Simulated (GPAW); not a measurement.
The system is Nb.

```
CELL_PARAMETERS angstrom
-1.66395 1.66395 1.66395
1.66395 -1.66395 1.66395
1.66395 1.66395 -1.66395
ATOMIC_POSITIONS crystal
Nb 0.00000 0.00000 0.00000
```

Base run:

```yaml
Program: GPAW 26.7.0
Functional: PBEsol
Potentials_or_basis: PAW data sets generated in the run's folder for this functional
Cutoff: 600 eV
Basis: pw
k_mesh: 11 × 11 × 11
Occupations: fermi-dirac, width 0.05 eV
Spin: no spin polarisation
```

Its results: pressure -8.5 GPa.

Question: The run is repeated on the same cell with these changes: functional from PBEsol to PBE. What comes out?

Answer: Pressure -2.7 GPa.

PBE binds less tightly than PBEsol, so the same cell stands under more pressure.

Not every run made on this cell is shown here.
